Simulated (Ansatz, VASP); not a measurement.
Hf: VASP beside Ansatz

File INCAR:

```
PREC     = Accurate       # precision mode
ENCUT    = 520            # plane-wave cutoff, eV
EDIFF    = 1E-6           # SCF threshold, eV
ISMEAR   = 0              # smearing method
SIGMA    = 0.1            # smearing width, eV
LREAL    = F              # projectors in reciprocal space
LASPH    = T              # aspherical terms in the spheres
NELM     = 100            # most SCF steps
ALGO     = Normal         # electronic algorithm
ISIF     = 2              # what is computed and relaxed
LWAVE    = F              # write WAVECAR
LCHARG   = F              # write CHGCAR
GGA      = PS             # functional
NBANDS   = 17             # bands
```

KPOINTS

```
regular mesh
0
Gamma
  6 6 6
```

File POSCAR:

```
Hf
1.0
    0.0000000000      2.9408856234      2.9408856234
    2.9408856234      0.0000000000      2.9408856234
    2.9408856234      2.9408856234      0.0000000000
Hf
2
Direct
    0.5000000000      0.5000000000      0.5000000000
    0.7500000000      0.7500000000      0.7500000000
```

Input for Ansatz:

```yaml
crystal:
  lattice:
    - [0.0, 2.9408856234, 2.9408856234]
    - [2.9408856234, 0.0, 2.9408856234]
    - [2.9408856234, 2.9408856234, 0.0]
  atoms:
    - { symbol: Hf, position: [0.5, 0.5, 0.5] }
    - { symbol: Hf, position: [0.75, 0.75, 0.75] }
basis:
  ecutwfc: 420
kpoints:
  mp_grid: { grid: [6, 6, 6] }
hamiltonian:
  xc: pbesol
scf:
  occupations: { method: gaussian, width: 0.1 }
  lower_state_search: "off"
output:
  forces: true
  stress: true
  eigenvalues: true
```

Alike in both runs: task single point; functional PBEsol; k mesh 6 × 6 × 6; occupations gaussian, width 0.1 eV; no spin polarisation.

```csv
,VASP,Ansatz
version,VASP 6.6.1,Ansatz 0.2.0
potentials or method,"VASP PAW PBE potentials, release 64 (Hf_pv)","scalar-relativistic, plane waves, PAW"
plane-wave cutoff (eV),520,420
valence electrons in the cell,20,52
```

Ansatz gave:

* gap on the k mesh at the Fermi level (eV): none
* pressure (GPa): 9.7

Q: Which values does VASP return?

A: gap on the k mesh at the Fermi level (eV): none; pressure (GPa): 9.2.

A gap of «none» marks a metal or a gap that the smearing closes. The two sets of potentials don't hold the same shells in valence.

Caveats: the PAW data sets were made with another functional, which shifts forces and pressure a little (VASP). The runs have no spin-orbit coupling, so splittings on Hf are missing.
